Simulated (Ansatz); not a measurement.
# Structures of HfO2: which is lowest?

Plane-wave DFT in Ansatz with scalar-relativistic PAW potentials, cutoff 420 eV, Γ-centred meshes chosen by cell and gap, Gaussian smearing with energies taken to zero width. Every cell was relaxed (cell and atoms) in a run of its own, within the symmetry of its start. Functional: PBE.

Relaxed structures (starts from databases or built by putting these elements on another compound's sites):
A. Fm-3m, 3 atoms in the computed cell, a = 5.098 Å; sites (symmetry × multiplicity) Hf m-3m × 4, O -43m × 8; start: database
B. R-3m, 3 atoms in the computed cell, a = 3.262 Å, c = 14.040 Å; sites (symmetry × multiplicity) Hf -3m × 3, O 3m × 6; start: built
C. P4_2/nmc, 6 atoms in the computed cell, a = 3.604 Å, c = 5.264 Å; sites (symmetry × multiplicity) Hf -4m2 × 2, O 2mm. × 4; start: database
D. P2_1/c, 12 atoms in the computed cell, a = 5.161 Å, b = 5.212 Å, c = 5.352 Å, β = 99.7°; sites (symmetry × multiplicity) Hf 1 × 4, O 1 × 4 + 1 × 4; start: database
E. Pca2_1, 12 atoms in the computed cell, a = 5.294 Å, b = 5.069 Å, c = 5.101 Å; sites (symmetry × multiplicity) Hf 1 × 4, O 1 × 4 + 1 × 4; start: database
F. I4_1/amd, 6 atoms in the computed cell, a = 4.019 Å, c = 10.648 Å; sites (symmetry × multiplicity) Hf -4m2 × 4, O 2mm. × 8; start: built
G. P4_2/mnm, 6 atoms in the computed cell, a = 4.880 Å, c = 3.238 Å; sites (symmetry × multiplicity) Hf m.mm × 2, O m.2m × 4; start: database

Problem. Rank them by energy. Could pressure change the order?

Solution.
```tsv
structure	group	E − E(lowest) (meV/atom)	V (Å³/atom)	gap on mesh (eV)
F	I4_1/amd	0.0	14.33	4.43
D	P2_1/c	4.3	11.83	4.04
G	P4_2/mnm	29.9	12.85	3.90
E	Pca2_1	31	11.41	4.37
C	P4_2/nmc	58	11.40	4.67
A	Fm-3m	94	11.04	3.75
B	R-3m	226	14.38	4.48
```

F is lowest, 4 meV/atom under D. D is denser by 2.50 Å³/atom, so pressure favours it: ΔE/ΔV, with ΔE in eV and 1 eV/Å³ = 160.2 GPa, gives about 0.3 GPa for equal enthalpy if both cells were rigid, a rough figure since the two compress differently. Other structures may lie lower than all of these, and vibrations aren't counted.

Spin-orbit coupling is left out, which matters for the bands of heavy elements.